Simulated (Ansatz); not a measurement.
## HfC under changes of volume

One of the cells (12.568 Å³/atom); the others are scaled copies at fixed shape and fractional positions:

```
Hf C
1.0
     0.00000    2.32500    2.32500
     2.32500    0.00000    2.32500
     2.32500    2.32500    0.00000
Hf C
1 1
Direct
  0.50000 0.50000 0.50000
  0.00000 0.00000 0.00000
```

```yaml
Program: Ansatz 0.2.0
Functional: PBE
Potentials_or_basis: Ansatz PAW
Cutoff: "420 eV (not typed: the program's choice for these potentials)"
k_mesh: 10 × 10 × 10
Occupations: fermi-dirac, width 0.05 eV
Spin: no spin polarisation
```

```csv
volume (Å³/atom),energy over the lowest point (meV/atom),pressure (GPa)
11.814,37.74,16.6
12.065,16.45,10.6
12.317,?,?
12.568,0.00,0.2
12.819,3.24,-4.2
13.071,13.14,-8.3
13.322,29.11,-11.9
```

**Question.** What does the run at 12.317 Å³/atom give?

**Answer.** Energy over the lowest point 4.15 meV/atom; pressure 5.2 GPa.

Worked out: A Birch-Murnaghan fit of order 3 (a polynomial in V^(-2/3)) to the other rows has its minimum at 12.58 Å³/atom with B0 = V·E''(V) = 234 GPa and B' = 4.0. It gives 4.13 meV/atom at 12.317 Å³/atom, against the run's 4.15, and -dE/dV = 5.1 GPa, against 5.2.

Energies are extrapolated to zero smearing.
